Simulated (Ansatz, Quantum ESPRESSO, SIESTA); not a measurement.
**P: programs and potentials compared**

```
P
1.0
     3.28373    0.00000    0.00000
     0.00000   34.85703    0.00000
     0.00000    0.00000    4.63208
P
4
Direct
  0.50000 0.97026 0.90785
  0.50000 0.02974 0.09215
  0.00000 0.02974 0.40785
  0.00000 0.97026 0.59215
```

This isn't the form of P at room conditions, which is orthorhombic.

The cell holds a layer with vacuum beside it, so values per volume hang on the cell's height.

Alike in all runs: task band structure; functional LDA; k mesh 8 × 1 × 6; occupations fermi-dirac, width 0.05 eV; no spin polarisation; no spin-orbit coupling. LDA stands for any of its common fits. Gaps are the smaller of the mesh's and the band path's.

| program and potentials | plane-wave cutoff (eV) | notes | band gap (eV) | largest force (eV/Å) |
| --- | --- | --- | --- | --- |
| Quantum ESPRESSO, GBRV 1.5 LDA | 612 | - | 0.84 | 0.180 |
| SIESTA, files PseudoDojo sr-lda-0.4.1-standard, DZP (energy shift 0.003 Ry) | - | atomic basis | 0.94 | 0.405 |
| Ansatz, all-electron LAPW, scalar-relativistic | - | - | 0.84 | 0.174 |

Force on atom 1 (P), eV/Å:

```csv
program and potentials,x,y,z
"Quantum ESPRESSO, GBRV 1.5 LDA",0.000,0.032,0.177
"SIESTA, files PseudoDojo sr-lda-0.4.1-standard, DZP (energy shift 0.003 Ry)",0.000,-0.141,0.380
"Ansatz, all-electron LAPW, scalar-relativistic",0.000,0.037,0.170
```

The band gap spans 0.84 (Quantum ESPRESSO, GBRV 1.5 LDA) to 0.94 eV (SIESTA, files PseudoDojo sr-lda-0.4.1-standard, DZP (energy shift 0.003 Ry)), with all-electron results at 0.84. The paths' points differ, which is worth about 0.01 eV. Rows in atomic bases carry the error of their basis and grid, which can be large.

Differences between rows come from potentials, basis sets and numerical settings, since the functional is the same but for its coding. Runs on potential files found faulty are left out.
